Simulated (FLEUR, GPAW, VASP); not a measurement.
## Co: 3 runs at one level of theory

```
Co
1.0
     2.48736    0.00000    0.00000
    -1.24368    2.15412    0.00000
     0.00000    0.00000   23.12658
Co
5
Direct
  0.66667 0.33333 0.32430
  0.33333 0.66667 0.40869
  0.66667 0.33333 0.50000
  0.33333 0.66667 0.58438
  0.66667 0.33333 0.67570
```

Alike in all runs: task single point; functional PBE; k mesh 12 × 12 × 1; occupations fermi-dirac, width 0.05 eV; collinear spin, ferromagnetic start; no spin-orbit coupling.

```csv
program and potentials,plane-wave cutoff (eV),notes,band gap (eV),net moment per atom (μB),largest force (eV/Å)
"FLEUR, all-electron, FLAPW",-,-,no gap,1.72,0.871
"GPAW, GPAW PAW data sets (gpaw-data 1.2.1)",450,-,no gap,1.72,0.924
"VASP, PBE PAW files Co, 520 eV",520,-,no gap,1.70,0.857
```

Force on atom 4 (Co), eV/Å:

```tsv
program and potentials	x	y	z
FLEUR, all-electron, FLAPW	0.000	0.000	0.871
GPAW, GPAW PAW data sets (gpaw-data 1.2.1)	0.000	0.000	0.924
VASP, PBE PAW files Co, 520 eV	0.000	0.000	0.857
```

None finds a gap. The net moment per atom spans 1.70 (VASP, PBE PAW files Co, 520 eV) to 1.72 μB (FLEUR, all-electron, FLAPW), with all-electron results at 1.72. The state is the one that the start led to, which needn't be the lowest. The atoms of the given cell lie far from their minimum at this level.

The functional is the same throughout but for its coding, so the spread measures potentials, basis and numerics; runs on potential files found faulty are left out.
